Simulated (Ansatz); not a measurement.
# GaAs: what a change does to the field gradients

Base: a structure deposited in the COD, whose atoms a relaxation with PBE at fixed cell left in place.

```
CELL_PARAMETERS angstrom
0.00000 2.82685 2.82685
2.82685 0.00000 2.82685
2.82685 2.82685 0.00000
ATOMIC_POSITIONS crystal
Ga 0.00000 0.00000 0.00000
As 0.25000 0.25000 0.25000
```

Atom numbers follow the list; atoms alike are taken as one site, whose name carries the number of the first.

Computed with Ansatz: DFT, PBE, plane waves and PAW, scalar-relativistic, 420 eV cutoff, Γ-centred 13×13×13 k-points, Fermi–Dirac smearing 0.02 eV.

Gradients in 10²¹ V/m²:

```csv
site,atoms,V_zz base,η base,V_zz variant,η variant
Ga,1,0.00,–,-0.18,0.00
As,2,0.00,–,0.26,0.00
```

(1) Which change was made?
A. volume scaled by 0.98, ions relaxed
B. z stretched by 1 %, ions relaxed
C. volume scaled by 1.06, ions relaxed
D. z compressed by 1 %, ions relaxed

Results:

(1) B. The largest change of V_zz is on As, from 0.00 to 0.26.

For the variant: With a gap of 0.4 eV on this mesh, the gradients can still move by some per cent as the k-mesh gets denser.
